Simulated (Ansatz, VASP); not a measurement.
Given: the input of a run of Ansatz 0.2.0 on CoO.

input.yaml

```yaml
crystal:
  lattice:
    - [2.82845, 0.0, 0.0]
    - [-1.41423, 2.44951, 0.0]
    - [0.0, 0.0, 2.72172]
  atoms:
    - { symbol: Co, position: [0.0, 0.0, 0.5], spin: 2.0 }
    - { symbol: O, position: [0.66667, 0.33333, 0.0] }
hamiltonian:
  xc: pbesol
  pseudopotentials: { kind: paw }
magnetization:
  spin_polarized: true
kpoints:
  mp_grid: { grid: [8, 8, 7] }
scf:
  occupations: { method: fermi_dirac, width: 0.05 }
output:
  forces: true
  stress: true
  eigenvalues: true
relax:
  f_tol: 0.01
  max_steps: 40
  cell: { stress_tol: 0.05 }
```

Potentials or basis: Ansatz PAW.

The run is started by

```console
$ ansatz run input.yaml --threads 2 --pin off --max-ram 5632MiB --backend cpu --events-out ev --progress --plain --runs-dir out
```

Q: Translate it to VASP 6.6.1. Potentials there: VASP PAW PBE potentials, release 64 (Co, O).

A: As run (the cutoff follows the program's own potentials):

File INCAR:

```
PREC = Accurate
ENCUT = 600
EDIFF = 1E-6
ISMEAR = -1
SIGMA = 0.05
LREAL = F
LASPH = T
NELM = 150
ALGO = Normal
ISIF = 3
LWAVE = F
LCHARG = F
ISPIN = 2
MAGMOM = 2 0
LORBIT = 11
LMAXMIX = 4
GGA = PS
IBRION = 2
NSW = 60
EDIFFG = -0.02
```

KPOINTS

```
regular mesh
0
Gamma
  8 8 7
```

File POSCAR:

```
CoO
1.0
    2.8284500000      0.0000000000      0.0000000000
   -1.4142300000      2.4495100000      0.0000000000
    0.0000000000      0.0000000000      2.7217200000
Co O
1 1
Direct
    0.0000000000      0.0000000000      0.5000000000
    0.6666700000      0.3333300000      0.0000000000
```

Potentials or basis: VASP PAW PBE potentials, release 64 (Co, O).

Run with:

```sh
$ cat potpaw_PBE.64/Co/POTCAR potpaw_PBE.64/O/POTCAR > POTCAR
$ mpirun -np 1 vasp_std > vasp.out
```

Both were run:

|  | VASP | Ansatz | Ansatz less VASP |
| --- | --- | --- | --- |
| gap on the k mesh at the Fermi level, each at its own relaxed structure (eV) | none | none | - |
| net moment per atom (μB) | 1.50 | 1.50 | 0.000 |
| size of the moment on the site where the two differ most (μB) | 2.52 | 2.48 | -0.046 |
| relaxed volume (Å³/atom) | 8.93 | 8.96 | +0.029 |
| relaxed cell length with the largest relative difference (Å) | 2.684 | 2.690 | +0.0067 |
| energy change over the relaxation (meV/atom) | -17 | -15 | +1.5 |

Site moments also hang on the region over which each program counts them. A gap of «none» marks a metal or a gap that the smearing closes. The two sets of potentials don't hold the same shells in valence.

Caveats: a cell with one magnetic atom can't hold antiferromagnetic order, which such compounds often take; semilocal functionals often make such compounds metallic where correlation or magnetic order opens a gap, which also shifts bond lengths; the PAW data sets were made with another functional, which shifts forces and pressure a little (VASP); the plane-wave basis is chosen anew once the cell has moved, so the energies of steps on either side of that aren't comparable (Ansatz); the pressure holds a Pulay correction of +0.8 GPa for the finite cutoff (Ansatz); the PAW data sets come from PBE, with cores solved anew for the run's functional, which leaves a small shift of forces and pressure (Ansatz). With open d or f shells a metallic result of PBEsol can be an artefact of self-interaction; +U or a hybrid may open a gap.
